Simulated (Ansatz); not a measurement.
# Electron scattering at the Σ5 (310) boundary in bcc Mo with N (interstitial)

How much does the Σ5 (310) boundary in bcc Mo with N (interstitial) reflect electrons?

Calculated with Ansatz 0.2.0; Ansatz plane-wave DFT, PBE, PAW files; relaxation of a bicrystal slab with its lowest layers held; PAW set soft_1, in the first sound run; inputs show where later runs differ.

### Step 1. Set-up

The cell holds 21 atoms: 20 Mo and 1 N. Its edges and angles: a = 5.219 Å, b = 3.147 Å, c = 30.308 Å, α = 90.0°, β = 90.0°, γ = 72.5°. It derives from Mo. built on the (3 1 0) plane; 1 overlapping atoms removed and the grains opened by 0.4 Å. Vacuum lies along c.

### Step 2. Relaxing the bicrystal

The boundary is built by mirroring the lower grain in the boundary plane and removing any atoms that overlap; then the N is put in at the boundary. A thin bicrystal slab is relaxed first, with the lowest layers held and the upper grain free to shift and open.

input.yaml reads:

```yaml
crystal:
  lattice:
    - [5.2187091076, 0.0, 0.0]
    - [0.9488562014, 3.0005467684, 0.0]
    - [0.0, 0.0, 30.3082068143]
  atoms:
    - { symbol: Mo, position: [0.7999999999, 0.6000000001, 0.1649718187] }
    - { symbol: Mo, position: [0.1999999999, 0.9, 0.1978067794] }
    - { symbol: Mo, position: [0.5999999999, 0.2, 0.2306417401] }
    - { symbol: Mo, position: [1.0, 0.5, 0.2634767008] }
    - { symbol: Mo, position: [0.4, 0.8, 0.2963116615] }
    - { symbol: Mo, position: [0.8, 0.1, 0.3291466222] }
    - { symbol: Mo, position: [0.2, 0.4, 0.3619815829] }
    - { symbol: Mo, position: [0.6, 0.7, 0.3948165436] }
    - { symbol: Mo, position: [0.0, 0.0, 0.4276515043] }
    - { symbol: "N", position: [0.3333333333, 0.3333333333, 0.4359000953] }
    - { symbol: Mo, position: [0.6, 0.7, 0.4736842105] }
    - { symbol: Mo, position: [0.2, 0.4, 0.5065191712] }
    - { symbol: Mo, position: [0.8, 0.1, 0.5393541319] }
    - { symbol: Mo, position: [0.4, 0.8, 0.5721890926] }
    - { symbol: Mo, position: [1.0, 0.5, 0.6050240533] }
    - { symbol: Mo, position: [0.5999999999, 0.2, 0.637859014] }
    - { symbol: Mo, position: [0.1999999999, 0.9, 0.6706939747] }
    - { symbol: Mo, position: [0.7999999999, 0.6000000001, 0.7035289354] }
    - { symbol: Mo, position: [0.3999999999, 0.3000000001, 0.7363638961] }
    - { symbol: Mo, position: [0.9999999999, 1.0e-10, 0.7691988568] }
    - { symbol: Mo, position: [0.5999999999, 0.7000000001, 0.8020338175] }
kpoints:
  mp_grid: { grid: [8, 8, 1] }
hamiltonian:
  xc: pbe
  pseudopotentials: { kind: paw, azcp: { folder: soft_1 } }
scf:
  occupations: { method: fermi_dirac, width: 0.1 }
relax:
  f_tol: 0.03
  max_steps: 80
  constraints: [{ sites: [0, 1, 2, 3] }]
```

Started as:

```
$ ansatz run input.yaml --threads 4 --pin off --max-ram 15360MiB --backend cpu --events-out ev --progress --plain --runs-dir out
```

Numbers of over 12 decimals in the logs are rounded to 6 here.

The log of the run:

```text
Engine: ansatz 0.2.0, aarch64-unknown-linux-gnu
Pseudopotentials: kind: paw
Pseudopotential: Mo, paw, valence charge 14, recommended cutoff 420 eV (normal), soft_1/Mo.paw.azcp
Pseudopotential: N, paw, valence charge 5, recommended cutoff 420 eV (normal), soft_1/N.paw.azcp
Functional definition: PBE
  parameter kappa = 0.804
  parameter beta = 0.066725
  exchange = pbe_x(kappa = kappa, mu = beta*pi^2/3)
  correlation = pbe_c(beta = beta)
Crystal: 21 atoms, lattice volume = 474.596 Å³
Basis set: ecut = 420 eV, 9333 PW (Γ), exchange–correlation on 72×48×432 points (8 copies of the dense FFT grid, shifted against one another)
Bands: 171, of which v1, the nominal top of the filled ones, is band 143 counted from 1 (142 counted from 0)
Symmetry: 2 space group operations
Space group: Cm (ITA 8), of the structure as read, at distance tolerance 7.8e-5 Å
k-points: 21 of 64 (time reversal used)
Non-local potential: Mo, projectors of the file, l = 0: 3, l = 1: 2, l = 2: 2, l = 3: 1
Non-local potential: N, projectors of the file, l = 0: 2, l = 1: 2, l = 2: 1
PAW form: soft (Blöchl's): semilocal exchange-correlation on the pseudo side does not see the compensation charge
PAW one-centre angular grid: Mo, 590 points (default); XC on 64 Gauss nodes
PAW one-centre angular grid: N, 110 points (default); XC on 64 Gauss nodes
Initial density: superposition of atomic densities (neutral atoms: chi_scale 0, normalization atom)
Initial wavefunctions: pseudopotential atomic-orbital guess
Functional: x = pbe(κ = 0.804, μ = 0.219515), c = pbe(β = 0.066725)
SCF iter   1: F=—  HF=-99515.036518 eV  |F-HF|=—  |Δ(HF+E_count)|=         —  Δρ=9.54e-2  dr2=2.23e2  ethr=3.10e-3  ⟨swp⟩=8.0  Hψ=15769  notcnv=0
preconditioner: auto → LDOS  [metal: Δε(μ)=0.009 eV  Ē_g=4.883 eV  σ=0.100 eV  W_gap=0.02  n_scr=118 (ndim 8)  ℏωp=19.1 eV  f_vac=0.276  D(μ)=15.37/eV (n_scr^D=104)  β→1.0]
SCF iter   2: F=—  HF=-99507.118223 eV  |F-HF|=—  |Δ(HF+E_count)|=    7.92e0  Δρ=7.63e-2  dr2=2.80e2  ethr=3.10e-3  ⟨swp⟩=4.4  Hψ=9894  notcnv=0
SCF iter   3: F=—  HF=-99497.692306 eV  |F-HF|=—  |Δ(HF+E_count)|=    9.43e0  Δρ=1.38e-2  dr2=4.35e0  ethr=3.10e-3  ⟨swp⟩=4.3  Hψ=8697  notcnv=0  defer=1
SCF iter   4: F=—  HF=-99497.467663 eV  |F-HF|=—  |Δ(HF+E_count)|=   2.25e-1  Δρ=4.57e-3  dr2=1.45e-1  ethr=1.53e-3  ⟨swp⟩=2.5  Hψ=5247  notcnv=0
SCF iter   5: F=—  HF=-99497.433389 eV  |F-HF|=—  |Δ(HF+E_count)|=   3.43e-2  Δρ=1.56e-3  dr2=7.68e-2  ethr=5.07e-5  ⟨swp⟩=3.0  Hψ=7394  notcnv=0
SCF iter   6: F=—  HF=-99497.431137 eV  |F-HF|=—  |Δ(HF+E_count)|=   2.25e-3  Δρ=6.48e-4  dr2=1.62e-2  ethr=2.69e-5  ⟨swp⟩=2.5  Hψ=4761  notcnv=0
SCF iter   7: F=—  HF=-99497.432276 eV  |F-HF|=—  |Δ(HF+E_count)|=   1.14e-3  Δρ=1.68e-4  dr2=4.36e-4  ethr=5.69e-6  ⟨swp⟩=1.4  Hψ=3722  notcnv=0
SCF iter   8: F=—  HF=-99497.432326 eV  |F-HF|=—  |Δ(HF+E_count)|=   4.99e-5  Δρ=8.21e-5  dr2=2.95e-4  ethr=1.53e-7  ⟨swp⟩=3.3  Hψ=7040  notcnv=0
SCF iter   9: F=-99497.432324 eV  HF=-99497.432329 eV  |F-HF|=4.76e-6  |Δ(HF+E_count)|=   2.95e-6  Δρ=2.83e-5  dr2=1.06e-5  ethr=7.89e-9  ⟨swp⟩=4.1  Hψ=13971  notcnv=0
SCF 1 converged in 9 iterations: F = -99497.432324 eV  dr2 = 1.06e-5
  greatest PAW one-centre occupation: 0.999 electrons in one spin orbital (limit 2), on the Mo atom at site 13 (counted from 0), in its partial waves of l = 0
relax step   1: F+E_penalty+E_count = -99497.43232401 eV  Δ(F+E_penalty+E_count) = +0.000e0 eV  max|allowed force component| = 1.872e0 eV/Å  Δτ_max = 0.0000 Å  (9 SCF iters, dr2 threshold 2.25e-5 eV, accepted)
Initial density: handed on by an earlier stage of this run
Initial wavefunctions: those handed on with the density
iter 1 solved again at ethr=8.55e-4 eV; its pass at ethr=3.10e-3 eV (dr2=2.44e0 eV) is discarded
SCF iter   1: F=—  HF=-99498.089482 eV  |F-HF|=—  |Δ(HF+E_count)|=         —  Δρ=1.23e-2  dr2=2.71e0  ethr=8.55e-4  ⟨swp⟩=1.6  Hψ=11807  notcnv=0
eigensolver tolerance schedule calibrated: the retry pair's looser diagonalisation under-reported the residual by θ = 0.10 (0.18/decade); ethr = c·dr2/N_el runs at the constant in force after the calibration composes with the one it found (an armed cap, an earlier calibration), c = 3.0e-2
preconditioner: auto → LDOS  [metal: Δε(μ)=0.004 eV  Ē_g=4.286 eV  σ=0.100 eV  W_gap=0.01  n_scr=118 (ndim 8)  ℏωp=19.1 eV  f_vac=0.283  D(μ)=16.94/eV (n_scr^D=124)  β→1.0]
SCF iter   2: F=—  HF=-99498.015690 eV  |F-HF|=—  |Δ(HF+E_count)|=   7.38e-2  Δρ=5.02e-3  dr2=2.69e-1  ethr=2.88e-4  ⟨swp⟩=4.5  Hψ=7386  notcnv=0
SCF iter   3: F=—  HF=-99497.984562 eV  |F-HF|=—  |Δ(HF+E_count)|=   3.11e-2  Δρ=2.02e-3  dr2=4.92e-2  ethr=2.85e-5  ⟨swp⟩=3.2  Hψ=7989  notcnv=0  defer=1
SCF iter   4: F=—  HF=-99497.976284 eV  |F-HF|=—  |Δ(HF+E_count)|=   8.28e-3  Δρ=4.03e-4  dr2=1.79e-3  ethr=5.21e-6  ⟨swp⟩=3.0  Hψ=7256  notcnv=0
SCF iter   5: F=—  HF=-99497.976203 eV  |F-HF|=—  |Δ(HF+E_count)|=   8.09e-5  Δρ=1.09e-4  dr2=1.41e-4  ethr=1.89e-7  ⟨swp⟩=3.0  Hψ=7239  notcnv=0
SCF iter   6: F=-99497.976248 eV  HF=-99497.976249 eV  |F-HF|=8.68e-7  |Δ(HF+E_count)|=   4.65e-5  Δρ=4.67e-5  dr2=1.85e-5  ethr=1.06e-8  ⟨swp⟩=2.8  Hψ=14337  notcnv=0
SCF 2 converged in 6 iterations: F = -99497.976248 eV  dr2 = 1.85e-5
  greatest PAW one-centre occupation: 0.999 electrons in one spin orbital (limit 2), on the Mo atom at site 12 (counted from 0), in its partial waves of l = 0
relax step   2: F+E_penalty+E_count = -99497.97624838 eV  Δ(F+E_penalty+E_count) = -5.439e-1 eV  max|allowed force component| = 6.647e-1 eV/Å  Δτ_max = 0.1949 Å  (6 SCF iters, dr2 threshold 1.00e-4 eV, accepted)
iter 1 solved again at ethr=5.41e-4 eV; its pass at ethr=3.10e-3 eV (dr2=1.54e0 eV) is discarded
SCF iter   1: F=—  HF=-99498.141665 eV  |F-HF|=—  |Δ(HF+E_count)|=         —  Δρ=9.80e-3  dr2=1.52e0  ethr=5.41e-4  ⟨swp⟩=1.6  Hψ=11248  notcnv=0
preconditioner: auto → LDOS  [metal: Δε(μ)=0.018 eV  Ē_g=4.278 eV  σ=0.100 eV  W_gap=0.04  n_scr=118 (ndim 8)  ℏωp=19.1 eV  f_vac=0.281  D(μ)=16.89/eV (n_scr^D=124)  β→1.0]
SCF iter   2: F=—  HF=-99498.099656 eV  |F-HF|=—  |Δ(HF+E_count)|=   4.20e-2  Δρ=3.94e-3  dr2=1.67e-1  ethr=5.35e-4  ⟨swp⟩=3.8  Hψ=6457  notcnv=0  defer=1
SCF iter   3: F=—  HF=-99498.078948 eV  |F-HF|=—  |Δ(HF+E_count)|=   2.07e-2  Δρ=2.03e-3  dr2=3.98e-2  ethr=5.87e-5  ⟨swp⟩=2.8  Hψ=6904  notcnv=0
SCF iter   4: F=—  HF=-99498.072018 eV  |F-HF|=—  |Δ(HF+E_count)|=   6.93e-3  Δρ=4.94e-4  dr2=1.33e-3  ethr=1.40e-5  ⟨swp⟩=3.0  Hψ=6801  notcnv=0
SCF iter   5: F=—  HF=-99498.072329 eV  |F-HF|=—  |Δ(HF+E_count)|=   3.11e-4  Δρ=9.62e-5  dr2=4.39e-5  ethr=4.67e-7  ⟨swp⟩=2.4  Hψ=6486  notcnv=0
SCF iter   6: F=-99498.072315 eV  HF=-99498.072320 eV  |F-HF|=5.50e-6  |Δ(HF+E_count)|=   8.83e-6  Δρ=3.09e-5  dr2=8.99e-6  ethr=9.69e-9  ⟨swp⟩=5.0  Hψ=12788  notcnv=0
SCF 3 converged in 6 iterations: F = -99498.072315 eV  dr2 = 8.99e-6
relax step   3: F+E_penalty+E_count = -99498.07231476 eV  Δ(F+E_penalty+E_count) = -9.607e-2 eV  max|allowed force component| = 2.977e-1 eV/Å  Δτ_max = 0.1085 Å  (6 SCF iters, dr2 threshold 2.76e-5 eV, accepted)
[...]
relax step   4: F+E_penalty+E_count = -99498.09596936 eV  Δ(F+E_penalty+E_count) = -2.365e-2 eV  max|allowed force component| = 1.380e-1 eV/Å  Δτ_max = 0.0729 Å  (6 SCF iters, dr2 threshold 1.12e-5 eV, accepted)
[...]
relax step   5: F+E_penalty+E_count = -99498.09979214 eV  Δ(F+E_penalty+E_count) = -3.823e-3 eV  max|allowed force component| = 7.508e-2 eV/Å  Δτ_max = 0.0373 Å  (5 SCF iters, dr2 threshold 3.82e-6 eV, accepted)
[...]
relax step   6: F+E_penalty+E_count = -99498.10277879 eV  Δ(F+E_penalty+E_count) = -2.987e-3 eV  max|allowed force component| = 4.153e-2 eV/Å  Δτ_max = 0.0197 Å  (6 SCF iters, dr2 threshold 1.21e-6 eV, accepted)
SCF iter   1: F=—  HF=-99498.102756 eV  |F-HF|=—  |Δ(HF+E_count)|=         —  Δρ=6.94e-4  dr2=3.87e-3  ethr=5.34e-5  ⟨swp⟩=2.1  Hψ=4985  notcnv=0
preconditioner: auto → LDOS  [metal: Δε(μ)=0.034 eV  Ē_g=4.273 eV  σ=0.100 eV  W_gap=0.09  n_scr=118 (ndim 8)  ℏωp=19.1 eV  f_vac=0.279  D(μ)=16.84/eV (n_scr^D=124)  β→1.0]
SCF iter   2: F=—  HF=-99498.102641 eV  |F-HF|=—  |Δ(HF+E_count)|=   1.15e-4  Δρ=2.63e-4  dr2=5.60e-4  ethr=1.36e-6  ⟨swp⟩=2.0  Hψ=5473  notcnv=0
SCF iter   3: F=—  HF=-99498.102544 eV  |F-HF|=—  |Δ(HF+E_count)|=   9.66e-5  Δρ=1.11e-4  dr2=1.29e-4  ethr=1.96e-7  ⟨swp⟩=3.0  Hψ=6802  notcnv=0
SCF iter   4: F=—  HF=-99498.102518 eV  |F-HF|=—  |Δ(HF+E_count)|=   2.60e-5  Δρ=2.48e-5  dr2=3.83e-6  ethr=4.52e-8  ⟨swp⟩=3.0  Hψ=6188  notcnv=0
SCF iter   5: F=—  HF=-99498.103324 eV  |F-HF|=—  |Δ(HF+E_count)|=   8.06e-4  Δρ=5.75e-6  dr2=1.51e-7  ethr=1.34e-9  ⟨swp⟩=2.6  Hψ=6885  notcnv=0
SCF iter   6: F=-99498.103324 eV  HF=-99498.103324 eV  |F-HF|=2.49e-8  |Δ(HF+E_count)|=   7.75e-8  Δρ=2.25e-6  dr2=5.06e-8  ethr=3.51e-11  ⟨swp⟩=5.2  Hψ=13463  notcnv=0
SCF 7 converged in 6 iterations: F = -99498.103324 eV  dr2 = 5.06e-8
relax step   7: F+E_penalty+E_count = -99498.10332398 eV  Δ(F+E_penalty+E_count) = -5.452e-4 eV  max|allowed force component| = 1.889e-2 eV/Å  Δτ_max = 0.0089 Å  (6 SCF iters, accepted)
SCF converged after 6 iterations
Free energy (F): -99498.103324 eV
Harris-Foulkes:  -99498.103324 eV  (|F-HF|=2.49e-8)
Internal energy: -99497.545308 eV  (E = F + TS)
E sigma→0 (E₀):  -99497.824316 eV
Entropy (-TS):   -0.558016 eV (-26.572 meV/atom)
Fermi energy:    12.840018 eV
--- Per-component energies (eV) ---
  E_band       = -3380.866205
  E_kinetic    = 8555.775347
  E_local      = -266748.669667  (includes V_loc(G=0)·N_el)
  E_nonlocal   = 3006.675554
  E_hartree    = 129739.060597
  E_xc         = -3574.257365
  E_vxc        = -4456.366372  (∫ρ·V_xc dr)
  E_paw        = -64365.195455  (= ΣΔE_a)
  E_vpaw       = -3216.433486  (= ΣTr[D̂ρ^β])
  E_aug_tail   = 0.001833  (compensation charges beyond the density's cutoff)
  E_ewald      = 93889.063849
  E_smearing   = -0.558016  (= −TS)
  E_closure    = 0.000000  (closes the sum)
  Σ components = -99498.103324   (vs F -99498.103324, Δ=0.00e0)
--- Forces (eV/Å), atoms counted from 1 ---
  atom   1  Mo     0.32347805    -0.10229274     1.80581517
  atom   2  Mo    -0.50278948     0.15899600    -0.37015569
  atom   3  Mo     0.12794761    -0.04046059    -1.00000109
  atom   4  Mo     0.05128157    -0.01621666    -0.43594197
  atom   5  Mo     0.00147812    -0.00046742     0.00074747
  atom   6  Mo     0.00546306    -0.00172757    -0.00259501
  atom   7  Mo     0.00653473    -0.00206646     0.00647247
  atom   8  Mo    -0.01185799     0.00374983     0.00406313
  atom   9  Mo    -0.00192631     0.00060915    -0.00372330
  atom  10  N     -0.00236043     0.00074643    -0.00794602
  atom  11  Mo     0.01388914    -0.00439213    -0.00600479
  atom  12  Mo    -0.00639490     0.00202225     0.01888615
  atom  13  Mo    -0.00905093     0.00286216     0.00135641
  atom  14  Mo    -0.00051298     0.00016222    -0.00699319
  atom  15  Mo     0.00218694    -0.00069157    -0.00379837
  atom  16  Mo    -0.00114732     0.00036281    -0.00307410
  atom  17  Mo     0.00488649    -0.00154524     0.00814487
  atom  18  Mo    -0.00299425     0.00094687    -0.00514599
  atom  19  Mo     0.00987442    -0.00312257    -0.00626984
  atom  20  Mo    -0.00419085     0.00132526     0.00166454
  atom  21  Mo    -0.00378416     0.00119666     0.00453140
  max |Σ_I F_I| component: 3.23e-5 eV/Å
--- Relaxed structure (7 steps of the walk, 7 accepted, 0 SCFs on fresh bases) ---
  F+E_penalty+E_count = -99498.10332398 eV   max|allowed force component| = 1.889e-2 eV/Å
  atoms:
    - { symbol: Mo, position: [0.7999999999, 0.600000, 0.1649718187] }
    - { symbol: Mo, position: [0.1999999999, 0.900000, 0.1978067794] }
    - { symbol: Mo, position: [0.5999999999, 0.200000, 0.2306417401] }
    - { symbol: Mo, position: [1.0, 0.5, 0.2634767008] }
    - { symbol: Mo, position: [0.399238, 0.800381, 0.296175] }
    - { symbol: Mo, position: [0.800297, 0.099851, 0.330050] }
    - { symbol: Mo, position: [0.189425, 0.405287, 0.362594] }
    - { symbol: Mo, position: [0.596419, 0.701790, 0.393612] }
    - { symbol: Mo, position: [0.030813, -0.015406, 0.436067] }
    - { symbol: N, position: [0.339568, 0.330216, 0.435840] }
    - { symbol: Mo, position: [0.590166, 0.704917, 0.477542] }
    - { symbol: Mo, position: [0.184633, 0.407683, 0.508925] }
    - { symbol: Mo, position: [0.794888, 0.102556, 0.541589] }
    - { symbol: Mo, position: [0.392060, 0.803970, 0.575354] }
    - { symbol: Mo, position: [0.994396, 0.502802, 0.608193] }
    - { symbol: Mo, position: [0.595944, 0.202028, 0.640976] }
    - { symbol: Mo, position: [0.198065, 0.900967, 0.674381] }
    - { symbol: Mo, position: [0.797448, 0.601276, 0.706857] }
    - { symbol: Mo, position: [0.393876, 0.303062, 0.741317] }
    - { symbol: Mo, position: [0.985275, 0.00736275, 0.773522] }
    - { symbol: Mo, position: [0.610330, 0.694835, 0.799624] }
```

Elapsed: 6.1 min, on 4 threads of Arm Neoverse V1, shared host; peak memory 2.4 GiB; 24 min of CPU time.

This run has no spin polarisation although its electron count is odd.

The steps of the relaxation:

```csv
step,energy less that of the first step (eV),largest force component (eV/Å)
1,0.0000,1.8725
2,-0.5439,0.6647
3,-0.6400,0.2977
4,-0.6636,0.1380
5,-0.6675,0.0751
6,-0.6705,0.0415
7,-0.6710,0.0189
```

The run keeps the 2 symmetry operations that it works with, so distortions that break them were not tested.

The atoms that moved most (Å):

```
atom      dx      dy     dz  length
 Mo9   0.146  -0.046  0.255   0.298
Mo19  -0.029   0.009  0.150   0.153
Mo20  -0.070   0.022  0.131   0.150
Mo11  -0.047   0.015  0.117   0.127
Mo17  -0.009   0.003  0.112   0.112
Mo12  -0.073   0.023  0.073   0.106
Mo14  -0.038   0.012  0.096   0.104
Mo18  -0.012   0.004  0.101   0.102
```

This step gave:

| Item | Value |
| --- | --- |
| free energy | -99498.1033 eV |
| energy at zero smearing | -99497.8243 eV |
| Fermi energy | 12.84 eV |

The largest force component on a free atom ends at 0.019 eV/Å, under the tolerance of 0.03, after 7 steps.

(Part 1 of 2 ends here.)

[Logs are printed without paths, hosts, clocks, repeated set-up lines and the standing remarks that a program may print on its own settings, such as how far it seeks lower states.]

[Hosts, paths, dates, database ids (printed as entryN), source tags and the programs' standing remarks are cut or masked in the printed files.]
